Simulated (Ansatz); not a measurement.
## Ionic part of the dielectric constant of BN at -3 GPa, mode by mode

All numbers below come from Ansatz 0.2.0, DFT PBE, scalar-relativistic, plane waves, PAW. Plane waves to 420 eV; Γ-centred k mesh 12×12×12; fixed occupations. No spin polarisation. Phonons by linear response, acoustic sum rule imposed.

Symmetry: F-43m, No. 216, cubic system. Conventional cell: a = 3.635 Å, b = 3.635 Å, c = 3.635 Å, α = 90.00°, β = 90.00°, γ = 90.00°. B (site symmetry -43m) is surrounded by 4 N at 1.57 Å. Around N (site symmetry -43m) lie 4 B at 1.57 Å.

The primitive cell has V = 12.00 Å³ and ε∞,yy = 4.623. Each polar mode adds Δε = (4.92064×10⁷/V)·S/ν² along y, with S its oscillator strength in e²/amu, ν in cm⁻¹ and V in Å³.

Question: From these modes, find each Δε and ε0,yy.
| ν (cm⁻¹) | S_yy (e²/amu) |
| --- | --- |
| 1016.1 | 0.603 |

Answer:
```csv
ν (cm⁻¹),Δε
1016.1,2.39
```

The sum is 2.394, so ε0,yy = 7.02; the run's tensor has 7.02.

Question: Where do the longitudinal modes lie for a wave vector along y?

Answer: At 1252 cm⁻¹. The Lyddane–Sachs–Teller product Π(ν_LO/ν_TO)² = 1.52 matches ε0/ε∞ = 1.52.

Cost: 1 run of about 0.073 core-minutes, on AMD EPYC 9R45 (Zen 5) (shared hosts).

The lattice adds 2.39 to an electronic constant of 4.623, so electronic polarisation remains the larger part of the static response even though the crystal is clearly polar. The electronegativity difference between B and N gives the optical mode a sizeable dynamical charge, but the short, strongly directional sp³ bonds resist the sublattice displacement that a static field would drive. The light atoms are not what keeps the ionic term small: the small reduced mass raises the squared frequency and the oscillator strength by the same factor, so it cancels from their ratio, leaving only the effective charge, force constant and cell volume.

The same charge produces the macroscopic field that lifts the longitudinal mode to 1252 cm⁻¹ from the transverse 1016.1 cm⁻¹, with the electronic screening limiting the shift. The Lyddane–Sachs–Teller agreement therefore confirms internal consistency, not accuracy against experiment. Tension probably softens the transverse mode and so favours a larger ionic term, but a single pressure cannot establish how strongly the dielectric constant responds to strain.
